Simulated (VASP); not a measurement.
TaSi2, 9 atoms in the cell. It takes space group P6_222 (No. 180, hexagonal). Conventional cell: a = 4.780 Å, b = 4.780 Å, c = 6.564 Å, α = 90.00°, β = 90.00°, γ = 120.00°. Ta (site symmetry 222) is surrounded by 10 Si at 2.59 to 2.76 Å. Si (site symmetry 2) is surrounded by 5 Si at 2.59 to 2.76 Å and 5 Ta at 2.59 to 2.76 Å. 

* Program: VASP 6.6.1
* Task: electric field gradients
* Functional: PBE
* Potentials or basis: VASP PAW PBE potentials, release 64 (Ta_pv, Si)
* Cutoff: 520 eV
* k mesh: 5 × 5 × 3
* Occupations: gaussian, width 0.02 eV
* Spin: no spin polarisation
* Further INCAR settings: ALGO = Normal; EDIFF = 1e-08

Potentials or basis: VASP PAW PBE potentials, release 64 (Ta_pv, Si).

Launch:

```bash
$ cat potpaw_PBE.64/Ta_pv/POTCAR potpaw_PBE.64/Si/POTCAR > POTCAR
$ mpirun -np 1 vasp_std > vasp.out
```

Hardware: 1 thread of AMD EPYC 7R43 64-Core Processor (Zen 3) (shared host).

Q: How long does it take, and how much memory?

A: Run time: 120 s on 1 thread of AMD EPYC 7R43 64-Core Processor (Zen 3), on a shared host, peak memory 0.2 GiB. Counts: scf iterations 15, k points 10.
